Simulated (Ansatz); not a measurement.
An element in the sc structure gives these cold pressures by all-electron LAPW under PBE (Ansatz 0.2.0, scalar-relativistic, spin-polarised).

| V (Å³/atom) | P (GPa) |
| --- | --- |
| 13.31 | -0.12 |
| 11.72 | 21.2 |
| 10.38 | 48.7 |
| 9.05 | 92.6 |
| 7.72 | 212.5 |
| 6.66 | 397.3 |
| 5.72 | 695.2 |

Which element is it?

Fe. Its zero-pressure volume in this structure is near 13.3 Å³/atom; the volume and the steepness of P(V) together point to it, though neighbours can come close. This is the case that was computed; others weren't tested.
